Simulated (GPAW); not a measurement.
Hf:

```
Hf
1.0
     3.19670    0.00000    0.00000
    -1.59835    2.76842    0.00000
     0.00000    0.00000    5.05780
Hf
2
Direct
  0.66667 0.33333 0.75000
  0.33333 0.66667 0.25000
```

* Program: GPAW 26.7.0
* Task: relaxation of cell and atoms
* Functional: PBEsol
* Potentials or basis: PAW data sets generated in the run's folder for this functional
* Cutoff: 600 eV
* Basis: pw
* k mesh: 8 × 8 × 5
* Occupations: fermi-dirac, width 0.05 eV
* Spin: no spin polarisation

At the start: pressure -3.3 GPa; volume 22.38 Å³/atom.

Task: How do energy, volume and symmetry change on relaxing?

Result: Over 3 steps the energy falls by 6.5 meV/atom and the volume is 21.72 Å³/atom (-3.0 %); space group P6_3/mmc (No. 194, to 0.05 Å).

Step by step:
```csv
step,energy change (eV),largest force (eV/Å),pressure (GPa),volume (Å³)
1,0.0000,0.0000,-3.27,44.76
2,-0.0073,0.0000,-2.22,44.32
3,-0.0130,0.0000,0.05,43.44
```

Final structure:
```
Hf
1.0
     3.16594    0.00000    0.00000
    -1.58297    2.74179    0.00000
     0.00000    0.00000    5.00416
Hf
2
Direct
  0.66667 0.33333 0.75000
  0.33333 0.66667 0.25000
```

Caveat: later steps reuse the first step's grids.
